Sheets that do not behave like sheets

A solid built of sheets suggests simple energy bands: levels that move with the wave vector inside a sheet and stand still along the stacking direction. In this layered SiO₂ the valence top comes close to that picture, with a shift of about 0.1 eV across the sheets from the zone centre. The conduction bottom shifts by about 1.5 eV on the same line. The difference lies in the shape of the orbitals and in how their contributions add up across the gap between sheets.

Kohn-Sham bands of SiO₂ (space group P-4m2, 3 atoms per cell), computed with Ansatz 0.2.0 using PBE with D3(BJ) dispersion, scalar-relativistic and without spin polarisation. The calculation used PAW and plane waves with a 420 eV cutoff, an 8×8×6 k mesh and Gaussian smearing of 0.02 eV.

```
row  band distance (1/Å)  level b3 from the Fermi level (eV)  level b2 from the Fermi level (eV)  level b1 from the Fermi level (eV)  level a1 from the Fermi level (eV)  level a2 from the Fermi level (eV)
  1                0.000                              -3.960                              -2.815                              -2.815                               2.544                               4.181
  2                0.476                              -4.360                              -3.193                              -2.763                               4.004                               5.224
  3                0.953                              -4.570                              -3.538                              -2.701                               5.761                               7.404
  4                1.429                              -4.422                              -3.923                              -2.757                               6.884                               7.059
  5                1.906                              -4.625                              -4.494                              -2.856                               5.180                               5.352
  6                2.448                              -4.603                              -4.571                              -2.880                               4.939                               5.137
  7                3.122                              -4.245                              -4.085                              -2.599                               5.137                               6.065
  8                3.796                              -3.960                              -2.815                              -2.815                               2.544                               4.181
  9                4.115                              -4.352                              -2.851                              -2.851                               3.086                               4.388
 10                4.434                              -5.160                              -2.903                              -2.903                               3.977                               4.682
 11                4.858                              -4.805                              -3.062                              -2.865                               4.567                               5.239
 12                5.335                              -4.171                              -2.937                              -2.725                               5.206                               7.780
 13                5.811                              -4.036                              -3.075                              -2.579                               5.611                               8.636
 14                6.288                              -4.444                              -4.374                              -2.782                               6.761                               7.003
 15                6.764                              -4.869                              -4.869                              -3.349                               5.975                               5.975
 16                7.438                              -4.834                              -3.858                              -2.595                               7.018                               7.256
 17                8.112                              -5.030                              -3.007                              -2.895                               4.427                               4.904
 18                8.496                              -4.428                              -3.526                              -2.696                               5.904                               7.824
 19                8.815                              -4.155                              -3.033                              -2.688                               5.504                               8.545
 20                9.082                              -4.588                              -4.588                              -2.932                               4.811                               4.811
 21                9.401                              -4.701                              -4.701                              -3.089                               5.237                               5.237
 22                9.720                              -4.856                              -4.856                              -3.327                               5.911                               5.911
```

Reading the path

The levels b1, b2 and b3 are the three highest filled ones, counted downwards; a1 and a2 are the two lowest empty ones. Zero is the middle of the band gap. The cell is a model form of silica, and whether it is stable was not tested. Rows 1 and 8 are the zone centre Γ, where the wave has the same sign in every cell. Rows 8 to 10 run from Γ towards Z, straight across the sheets. Row 20 is M, where the sign alternates along both directions of the sheet, and rows 20 to 22 run from M across the sheets towards A, which is row 15.

One deep valley, one flat top

Over the whole table a1 ranges over 4.5 eV and b1 over only 0.8 eV. In the usual picture of silica the conduction bottom consists of spread-out s orbitals on silicon and oxygen. Such a wave is smoothest, and therefore lowest, when all cells have the same sign. A change of phase raises it in any direction: near Γ the rise for a given small wave number is about two thirds as steep across the sheets as within them.

The valence top belongs to oxygen lone pairs, p orbitals perpendicular to the plane of each Si–O–Si bridge. They take little part in bonding to silicon, so their levels are expected to move mainly through contact with other oxygens. Only b1 is flat: from Γ towards the edge of the zone along one cell axis it rises by 0.1 eV, while b2, its equal at Γ, falls by 0.8 eV. On this line the lone pairs of b1 stand across the wave vector and feel the change of phase only through weak side-on overlap, whereas those of b2 point along it and meet their neighbours 2.826 Å away end-on. The highest filled level, between R and A, gives an indirect gap of 5.09 eV. At R, b2 lies only 0.14 eV below b1; just off R symmetry lets the two mix, and in row 13 they are 0.5 eV apart, with b1 raised, as expected for two levels that repel. This density functional makes silica gaps too small by several eV, but the contrast between valley and flat top rests on orbital shape.

A filled level that feels the stacking

Not every filled level is indifferent to the neighbouring sheet. From Γ to Z, b3 falls by 1.4 eV, and row 10 holds its lowest value in the table. On this line symmetry makes oxygen p levels that lie in the sheet come in equal pairs, as b1 and b2 do. Since b3 is single, it must consist of p orbitals pointing along the stacking direction, called p_z, into which symmetry lets s orbitals and silicon p_z mix.

Each sheet has an upper and a lower oxygen layer. The p_z orbitals thus form a chain with two links per repeat, one through the sheet and one across the gap. With link strengths t₁ and t₂, wave number k along the stacking and repeat length c = 4.215 Å, the chain has two levels:

E = m ± h
h² = t₁² + t₂² + 2 t₁t₂ cos(kc)

Here m is their midpoint. At Γ the links add and the levels are far apart, by 2.54 eV; at Z they oppose each other and the separation shrinks to 0.20 eV. The upper level, b3, therefore falls while its partner rises. In this model the near-closure means that the two links are about equally strong; it does not say which is the stronger.

Row 10 worked out

The constants come from the two computed levels at Γ and at Z alone, with m assumed to follow a cosine between them. Row 10 was not used. Its wave number is 4.434 − 3.796 = 0.638 per Å, so kc = 2.69, and the weight of the Z end is w = (1 − cos kc)/2 = 0.95.

m at Γ = −3.960 − 2.539/2 = −5.23 eV
m at Z = −5.356 − 0.195/2 = −5.45 eV
m in row 10 = 0.05 × (−5.23) + 0.95 × (−5.45) = −5.44 eV
h² = 0.05 × (2.539/2)² + 0.95 × (0.195/2)² = 0.09 eV², so h = 0.30 eV
b3 = −5.44 + 0.30 = −5.14 eV

The table has −5.16 eV. In rows 9 and 10 the chain misses by at most 0.03 eV, whereas a single cosine drawn between the same ends misses by 0.13 to 0.15 eV. The partner gives a further test: two thirds of the way to Z, where w = 0.75, the chain puts m − h at −6.04 eV, and the k mesh of the same run has −6.016 eV. The agreement supports a chain with two links.

Why M reverses the roles

Across the gap, each oxygen faces four oxygens of the next sheet, placed at the corners of a square. Two p_z orbitals couple with the same sign at all four corners. At Γ these contributions add; at M the wave changes sign from corner to corner and they cancel.

Lone pairs behave the other way round. Those of the two facing layers lie at right angles, so their coupling is positive at two corners and negative at the other two. It cancels at Γ, but at M the alternating wave turns all four contributions to the same sign.

The numbers on these two lines follow this rule. From M to A, b3 moves by only 0.3 eV instead of 1.4 eV, while b1 moves by 0.4 eV instead of 0.1 eV. The lone-pair links through the sheet and across the gap add at M and oppose each other at A, so the upper level is expected to drop, and b1 is deepest in row 15, at A. Distance between the sheets could not produce such a reversal, because it is the same on both lines. That b1 is still a lone-pair level at M is an inference from chemistry and symmetry.

The second conduction valley

Away from Γ, a1 does not simply keep rising. It comes down again in rows 5 and 6 and reaches 4.81 eV at M, about 2.3 eV above the valley at Γ. There a1 and a2 are equal, and symmetry keeps silicon s orbitals out of such a pair. The second valley thus lacks the silicon s part of the first. Rows 4, 14 and 16, where a1 is high and a2 lies only about 0.2 eV above it, lie on the ridge between the region that descends towards Γ and Z and the one that descends towards M and A; the small spacing is what two levels of different character meeting there would give.

What remains open

For a neighbouring layered oxide, the useful first step is to add the couplings to the facing atoms with the signs of the wave; the width of the gap alone is a poor guide. The count must include couplings between unlike orbitals. At X, where the sign alternates along one direction of the sheet, the coupling of p_z to p_z cancels as well, yet towards R, directly across the sheets, b2 rises by 0.8 eV; there the coupling of p_z to the lone pairs of the facing layer adds up, which is the expected cause. The empty levels need more detail still. From X to R, a1 falls by 0.6 eV (rows 18 and 19 lie on this line); from M to A it rises by 1.2 eV. Which orbitals carry these two shifts, when the simple s coupling between facing oxygens cancels at both X and M?
